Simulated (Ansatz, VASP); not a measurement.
# Two plane-wave programs on AlN

```
CELL_PARAMETERS angstrom
3.13024 0.00000 0.00000
-1.56512 2.71087 0.00000
0.00000 0.00000 5.01798
ATOMIC_POSITIONS crystal
Al 0.33333 0.66667 0.00173
Al 0.66667 0.33333 0.50173
N 0.33333 0.66667 0.38327
N 0.66667 0.33333 0.88327
```

Alike in both runs: task single point; functional PBE; k mesh 12 × 12 × 6; occupations gaussian, width 0.02 eV; no spin polarisation.

|  | VASP | Ansatz |
| --- | --- | --- |
| version | VASP 6.6.1 | Ansatz 0.2.0 |
| potentials or method | VASP PAW PBE potentials, release 64 (Al, N) | scalar-relativistic, plane waves, PAW |
| plane-wave cutoff (eV) | 520 | 420 |
| valence electrons in the cell | 16 | 16 |

|  | VASP | Ansatz | Ansatz less VASP |
| --- | --- | --- | --- |
| gap on the k mesh at the Fermi level (eV) | 4.04 | 4.03 | -0.009 |
| least direct gap on the mesh (eV) | 4.04 | 4.03 | -0.009 |
| pressure (GPa) | -0.3 | 0.0 | +0.26 |

A k mesh can miss the band edges. Expect the measured gap to be larger: semilocal functionals such as PBE lack the derivative discontinuity.
